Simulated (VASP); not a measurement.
A run of VASP 6.6.1:

File INCAR:

```
PREC = Accurate ; ENCUT = 600
EDIFF = 1E-6 ; ISMEAR = 0
SIGMA = 0.02 ; LREAL = F
LASPH = T ; NELM = 80
ALGO = Fast ; ISIF = 3
LWAVE = F ; LCHARG = F
GGA = PE ; IBRION = 2
NSW = 100 ; EDIFFG = -0.01
```

Contents of KPOINTS:

```
Automatic mesh
0
Gamma
  12 12 12
```

File POSCAR:

```
Be2C
1.0
    0.0000000000      2.1622560000      2.1622560000
    2.1622560000      0.0000000000      2.1622560000
    2.1622560000      2.1622560000      0.0000000000
Be C
2 1
Direct
    0.7500000000      0.7500000000      0.7500000000
    0.2500000000      0.2500000000      0.2500000000
    0.0000000000      0.0000000000      0.0000000000
```

Potentials or basis: VASP PAW PBE potentials, release 64 (Be, C).

Run with:

```sh
$ cat potpaw_PBE.64/Be/POTCAR potpaw_PBE.64/C/POTCAR > POTCAR
$ mpirun -np 1 vasp_std > vasp.out
```

Hardware: 1 thread of Intel(R) Xeon(R) 6975P-C (Granite Rapids), on a shared host.

**Question.** Estimate the wall time of this run.

**Answer.** It took 6.7 s on 1 thread of Intel(R) Xeon(R) 6975P-C (Granite Rapids) (shared host), peak memory 0.14 GiB. Counts: scf iterations 20, k points 72, ion steps 2.
